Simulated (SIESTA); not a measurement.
GaN:

```
CELL_PARAMETERS angstrom
3.18000 0.00000 0.00000
-1.59000 2.75396 0.00000
0.00000 0.00000 5.16600
ATOMIC_POSITIONS crystal
Ga 0.66667 0.33333 0.50000
Ga 0.33333 0.66667 0.00000
N 0.66667 0.33333 0.87500
N 0.33333 0.66667 0.37500
```

| Property | Result |
| --- | --- |
| Program | SIESTA 5.4.2 |
| Task | single point |
| Functional | PBE |
| Potentials or basis | PseudoDojo 0.4 standard (PBE files) |
| Basis | DZP (energy shift 0.002 Ry; radii capped at 9.5 bohr) |
| Grid cutoff | 800 Ry |
| Energy shift | 0.002 Ry |
| k mesh | 10 × 10 × 5 |
| Occupations | fermi-dirac, width 0.05 eV |
| Spin | no spin polarisation |

On this cell: pressure 11.3 GPa; largest force 0.131 eV/Å; band gap on the k mesh 1.99 eV, direct.

The same run follows on a disturbed copy (atoms moved at random, drawn with an rms of 0.05 Å):

```
Ga N
1.0
     3.18000    0.00000    0.00000
    -1.59000    2.75396    0.00000
     0.00000    0.00000    5.16600
Ga N
2 2
Direct
  0.67793 0.33774 0.49895
  0.34599 0.66972 0.01059
  0.67025 0.34254 0.87619
  0.33420 0.65293 0.37421
```

Q: What does the disturbed cell give?

A: The energy moves by +18.8 meV/atom; pressure 11.8 GPa; largest force 1.626 eV/Å; band gap on the k mesh 1.87 eV, direct.

Forces in eV/Å, atoms in the order of the input:
```
Ga  -0.087 -0.570  0.561
Ga  -0.484  0.204 -1.539
N    0.523 -0.274  0.189
N    0.048  0.641  0.789
```

Stress tensor (GPa, compression positive):
```
12.37 -1.15 -1.07
-1.15  7.45 -0.73
-1.07 -0.73 15.68
```

Caveats: semicore shells carry a single zeta, which can move pressures by several GPa and volumes by a few percent; the basis of atomic orbitals isn't converged, which shifts pressures, moduli and gaps.

